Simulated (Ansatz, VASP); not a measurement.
MgS in VASP and in Ansatz

```
Mg S
1.0
     0.00000    2.63589    2.63589
     2.63589    0.00000    2.63589
     2.63589    2.63589    0.00000
Mg S
1 1
Cartesian
  0.0000 0.0000 0.0000
  2.6359 2.6359 2.6359
```

Change from the starting cell: volume scaled by 1.04, PAW files.

Alike in both runs: task electric field gradients; functional LDA; k mesh 8 × 8 × 8; occupations fermi-dirac, width 0.01 eV; no spin polarisation.

```csv
,VASP,Ansatz
version,VASP 6.6.1,Ansatz 0.2.0
potentials or method,"VASP PAW LDA potentials, release 64 (Mg, S)","PAW with Ansatz's default frozen-core files, scalar-relativistic"
plane-wave cutoff (eV),520,420
valence electrons in the cell,8,16
```

|  | VASP | Ansatz | Ansatz less VASP |
| --- | --- | --- | --- |
| gap on the k mesh at the Fermi level (eV) | 2.47 | 2.48 | +0.004 |
| pressure (GPa) | -6.3 | -5.8 | +0.53 |
| Vzz of the field gradient on the site that differs most (V/Å²) | 0.0 | 0.0 | 0.00 |

The two sets of potentials don't hold the same shells in valence.

A k mesh can miss the band edges.
